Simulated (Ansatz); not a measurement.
# A self-consistent single point of LaAlO3 (P4mm, 5 atoms in the cell) with Ansatz

Method of the run: PBE (plane waves, PAW; Ansatz, a quantum-chemistry and plane-wave program).

The input file:

Ansatz 0.2 input:
```yaml
crystal:
  lattice:
    - [3.829050, 0.000000, 0.000000]
    - [0.000000, 3.829050, 0.000000]
    - [0.000000, 0.000000, 3.829050]
  atoms:
    - { symbol: La, position: [0.000000, 0.000000, 0.013058] }
    - { symbol: Al, position: [0.500000, 0.500000, 0.500000] }
    - { symbol: O, position: [0.500000, 0.000000, 0.500000] }
    - { symbol: O, position: [0.000000, 0.500000, 0.500000] }
    - { symbol: O, position: [0.500000, 0.500000, 0.000000] }
basis:
  ecutwfc: 420.0
kpoints:
  mp_grid: { grid: [7, 7, 7] }
hamiltonian:
  xc: pbe
  pseudopotentials: { kind: paw }
scf:
  occupations: { method: fermi_dirac, width: 0.02 }
output:
  forces: true
  eigenvalues: true
  stress: true
```

The program printed (abridged):

```
WARN ansatz: RAYON_NUM_THREADS=1 ignored (pool sized by the plan → 1); use --threads N
Pseudopotentials: kind: paw
Pseudopotential: La, paw, valence charge 11
Pseudopotential: Al, paw, valence charge 3
Pseudopotential: O, paw, valence charge 6
Crystal: 5 atoms, lattice volume = 56.140 Å³
Basis set: ecut = 420 eV, 1045 PW (Γ), exchange–correlation on 54×54×54 points (8 copies of the dense FFT grid, shifted against one another)
Bands: 21, of which v1, the nominal top of the filled ones, is band 16 counted from 1 (15 counted from 0)
Symmetry: 8 space group operations
Space group: P4mm (ITA 99), of the structure as read, at distance tolerance 3.8e-5 Å
k-points: 40 of 343 (time reversal used)
Initial density: superposition of atomic densities (neutral atoms: chi_scale 0, normalization atom), corrected by the library's trained network
Initial wavefunctions: pseudopotential atomic-orbital guess
Eigensolver: davidson
Functional: x = pbe(κ = 0.804, μ = 0.2195149727645171), c = pbe(β = 0.06672455060314922)
SCF iter   1: F=—  HF=-8498.817263 eV  |F-HF|=—  |Δ(HF+E_count)|=         —  Δρ=1.44e-3  dr2=3.16e-4  ethr=1.77e-3  ⟨swp⟩=4.6  Hψ=3793  notcnv=0
all-band conjugate gradients solve this SCF's bands
preconditioner: auto → Resta (q_TF=auto, 2.484 Å⁻¹)
SCF iter   2: F=—  HF=-8498.817652 eV  |F-HF|=—  |Δ(HF+E_count)|=   3.89e-4  Δρ=7.16e-4  dr2=4.92e-5  ethr=9.87e-7  ⟨swp⟩=2.0  Hψ=1805  notcnv=0
SCF iter   3: F=—  HF=-8498.818552 eV  |F-HF|=—  |Δ(HF+E_count)|=   9.00e-4  Δρ=2.45e-4  dr2=1.30e-5  ethr=1.54e-7  ⟨swp⟩=2.1  Hψ=1375  notcnv=0
SCF iter   4: F=—  HF=-8498.818565 eV  |F-HF|=—  |Δ(HF+E_count)|=   1.29e-5  Δρ=3.15e-5  dr2=2.59e-7  ethr=4.06e-8  ⟨swp⟩=2.2  Hψ=1252  notcnv=0
iter 5 did not close the SCF: its close was put off for the readings that it lacked (scf_convergence_deferred on its scf_iter line)
SCF iter   5: F=-8498.818565 eV  HF=-8498.818565 eV  |F-HF|=1.85e-8  |Δ(HF+E_count)|=   2.94e-7  Δρ=8.75e-6  dr2=3.03e-8  ethr=8.08e-10  ⟨swp⟩=2.0  Hψ=1427  notcnv=0
SCF iter   6: F=-8498.818565 eV  HF=-8498.818565 eV  |F-HF|=1.22e-9  |Δ(HF+E_count)|=   2.61e-9  Δρ=3.42e-6  dr2=4.18e-9  ethr=9.46e-11  ⟨swp⟩=5.0  Hψ=3466  notcnv=0
SCF 1 converged in 6 iterations: F = -8498.818565 eV  dr2 = 4.18e-9
SCF converged after 6 iterations
Free energy (F): -8498.818565 eV
Harris-Foulkes:  -8498.818565 eV  (|F-HF|=1.22e-9)
Internal energy: -8498.818565 eV  (E = F + TS)
E sigma→0 (E₀):  -8498.818565 eV
Fermi energy:    12.745684 eV
--- Per-component energies (eV) ---
  E_band       = 63.687358
  E_kinetic    = 750.143393
  E_local      = -1055.523899  (includes V_loc(G=0)·N_el)
  E_nonlocal   = 248.720628
  E_hartree    = 380.757870
  E_xc         = -405.047436
  E_vxc        = -465.281263  (∫ρ·V_xc dr)
  E_paw        = -6359.112368  (= ΣΔE_a)
  E_vpaw       = -175.895400  (= ΣTr[D̂ρ^β])
  E_aug_tail   = 0.007470  (compensation charges beyond the density's cutoff)
  E_ewald      = -2058.764223
  E_smearing   = -0.000000  (= −TS)
  E_closure    = 0.000000  (closes the sum)
  Σ components = -8498.818565   (vs F -8498.818565, Δ=0.00e0)
--- Forces (eV/Å), atoms counted from 1 ---
  atom   1  La    -0.00000000     0.00000000    -0.18572716
  atom   2  Al     0.00000000     0.00000000     0.18210002
  atom   3  O      0.00000000     0.00000000    -0.03313975
  atom   4  O      0.00000000     0.00000000    -0.03313975
  atom   5  O     -0.00000000     0.00000000     0.06990934
  max |Σ_I F_I| component: 2.71e-6 eV/Å
--- Stress (GPa, compression-positive) ---
       -2.335737       0.000000      -0.000000
        0.000000      -2.335737       0.000000
       -0.000000       0.000000      -2.311650
  P = ⅓ Tr σ = -2.3277 GPa (-23.277 kbar)
  The stress holds the Pulay correction. Without it, at fixed plane waves, as pw.x and ABINIT print it: P = -2.9863 GPa
--- Band table (eV; the first three rows and the last of 40) ---
  k-point 0: bands = ["-19.5183", "-6.9367", "-4.9748", "-4.9746", "-3.0662", "-3.0662", "-3.0546", "6.7213", "6.7225", "6.7225", "9.6408", "9.6422", "9.6422", "10.8749", "10.8792", "10.8792", "14.5013", "14.5059", "15.4295", "15.6476", "15.6476"]
  k-point 1: bands = ["-19.5034", "-6.9862", "-5.1926", "-4.9632", "-3.0376", "-3.0376", "-2.7894", "6.6888", "6.6888", "6.7346", "9.3697", "9.5109", "9.5109", "10.4649", "10.7462", "10.7462", "14.7496", "14.8423", "15.3949", "15.6058", "15.6058"]
  k-point 2: bands = ["-19.4693", "-7.1345", "-5.4850", "-4.9375", "-2.9718", "-2.9718", "-2.3640", "6.5805", "6.5805", "6.8714", "8.8678", "9.3500", "9.3500", "9.5666", "10.4095", "10.4095", "15.0632", "15.2885", "15.3299", "15.5433", "15.5433"]
  k-point 39: bands = ["-19.3195", "-5.9089", "-5.6832", "-5.6691", "-3.5248", "-3.5102", "-3.3318", "3.8371", "8.4103", "8.6104", "8.6120", "9.4660", "9.4698", "10.8356", "10.8425", "10.9407", "15.2891", "15.2905", "15.3107", "15.5039", "15.6788"]
```

The run converged in 6 iterations.

The starting cell has typed, rounded lattice constants, without a prior relaxation at this level. Its lattice was rescaled by up to half a per cent. One atom was moved a little off its site on purpose. Ansatz's pressure includes its estimate of the finite-basis (Pulay) stress. Without the estimate this run gives -2.99 GPa. Another mesh or the band path of this cell gives a smaller gap, so this value is not converged in the mesh.
